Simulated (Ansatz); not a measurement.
## Ir: pressure against volume per atom

Results calculated with Ansatz 0.2.0, not measured. Periodic Kohn-Sham DFT of a crystal at fixed atoms; pressure and stress are positive in compression; the energy is the free energy less that of spherical unpolarised free atoms; site moments are those in the method's own spheres, positive along +z.

Cell of the first row (space group Fm-3m, No. 225):
```
cell vectors (Å)
   0.0000     1.8805     1.8805
   1.8805     0.0000     1.8805
   1.8805     1.8805     0.0000
atoms (fractions of the cell vectors)
Ir  0.00000  0.00000  0.00000
```

Settings of every row: method frozen-core PAW; functional PBE; relativity scalar; k mesh 15x15x15; filling fermi-dirac; smearing width 0.05 eV; wave cutoff 420 eV; paw set soft_2.

Atom start moment: 0 on all atoms.

Limits: no spin-orbit coupling on heavy atoms.

```csv
row,volume per atom (Å³),pressure (GPa)
1,13.3,37.215
2,13.307,36.935
3,13.583,?
4,13.866,17.261
5,14.008,12.964
6,14.149,8.916
7,14.291,5.098
8,14.432,1.502
9,14.715,-5.077
10,14.998,-10.916
```

Question: what pressure should row 3 give?

Worked fit of pressure. Take u = (V_r/V)^(2/3) − 1 with V_r = 14.149 Å³ an atom, which is twice the finite (Eulerian) strain; such expansions in the strain, on which the Birch-Murnaghan equation of state is built, carry the rest volume and the bulk modulus. The shown rows have u = 0.04212, 0.04175, 0.01356, 0.0067, 0, -0.00664, -0.01312, -0.02581, -0.0381. Least squares give pressure = 8.9222 + 589.546 × u + 1875.12 × u² + 1796 × u³ GPa; a parabola predicts inner rows, each left out in turn, worse (root mean square 0.026 against 0.0079 GPa). The rows lie off it by 0.000, 0.000, -0.005, 0.007, -0.006, 0.008, -0.004, -0.001, 0.001 (root mean square 0.0046 GPa). The pressure vanishes at u = -0.0159, or V = 14.49 Å³ an atom, and there the bulk modulus at fixed shape and fractions is B = −V dP/dV = (2/3)(1 + u) dP/du = 348 GPa. The withheld row has u = 0.02759, so the fit gives 8.9222 + 589.546 × (0.02759) + 1875.12 × (0.02759)² + 1796 × (0.02759)³ = 26.653 GPa.

The calculation gave 26.65 GPa. The fit lies 0.003 GPa (0.0062 % of the column's range) above it; its largest miss of a shown row is 0.008 GPa.
